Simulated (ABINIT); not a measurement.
The system is Mo.

```
Mo
1.0
    -1.58381    1.58381    1.58381
     1.58381   -1.58381    1.58381
     1.58381    1.58381   -1.58381
Mo
1
Direct
  0.00000 0.00000 0.00000
```

Base run:

```yaml
Program: ABINIT 10.8.3 (patched build)
Functional: PBEsol
Potentials_or_basis: JTH PAW PBE v2.0
Cutoff: 408 eV
k_mesh: 10 × 10 × 10
Occupations: fermi-dirac, width 0.05 eV
Spin: no spin polarisation
```

Its results: band gap on the k mesh none (metal or under the smearing width); pressure -9.1 GPa.

Q: After a change of settings the same cell gave: band gap on the k mesh none (metal or under the smearing width); pressure -11.1 GPa. Which change was it?
A. functional from PBEsol to rPW86PBE; k mesh from 10 × 10 × 10 to 12 × 12 × 12
B. functional from PBEsol to HCTH407; k mesh from 10 × 10 × 10 to 12 × 12 × 12
C. k mesh from 10 × 10 × 10 to 5 × 5 × 5
D. functional from PBEsol to PBE; k mesh from 10 × 10 × 10 to 12 × 12 × 12

A: C.

Caveats: some runs use coarse meshes; the PAW data sets were made with another functional, which shifts forces and pressure a little.
